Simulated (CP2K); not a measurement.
The system is In.

```
CELL_PARAMETERS angstrom
3.37691 0.00000 0.00000
0.24723 3.36784 0.00000
-1.81207 -1.68392 2.29876
ATOMIC_POSITIONS crystal
In 0.00000 0.00000 0.00000
```

| Property | Result |
| --- | --- |
| Program | CP2K 2026.2 |
| Task | single point |
| Functional | PBEsol |
| Potentials or basis | POTENTIAL_UZH In GTH-PBE-q13; TZVP-MOLOPT-PBE-GTH basis |
| Density cutoff | 6123 eV |
| k mesh | 11 × 11 × 11 |
| Occupations | fermi-dirac, width 0.05 eV |
| Spin | no spin polarisation |

On this cell: pressure -0.5 GPa; band gap on the k mesh none (metal or under the smearing width).

The same run follows on a disturbed copy (cell strained at random at fixed volume):

```xyz
1
Lattice="3.3318 0.0000 0.0000 0.2191 3.3919 0.0000 -1.8399 -1.6663 2.3134" Properties=species:S:1:pos:R:3 pbc="T T T"
In   -0.0277    0.0107   -0.0001
```

**Question.** What does the disturbed cell give?

**Answer.** The energy (extrapolated to zero smearing) moves by +1.6 meV/atom; pressure -0.5 GPa; band gap on the k mesh none (metal or under the smearing width).

Stress tensor (GPa, compression positive):
```
-0.49 -0.36  0.46
-0.36 -0.80 -0.26
 0.46 -0.26 -0.29
```

Caveats: the potentials were made for another functional, which shifts forces and pressure; the basis of atomic orbitals isn't converged, which shifts pressures, moduli and gaps.
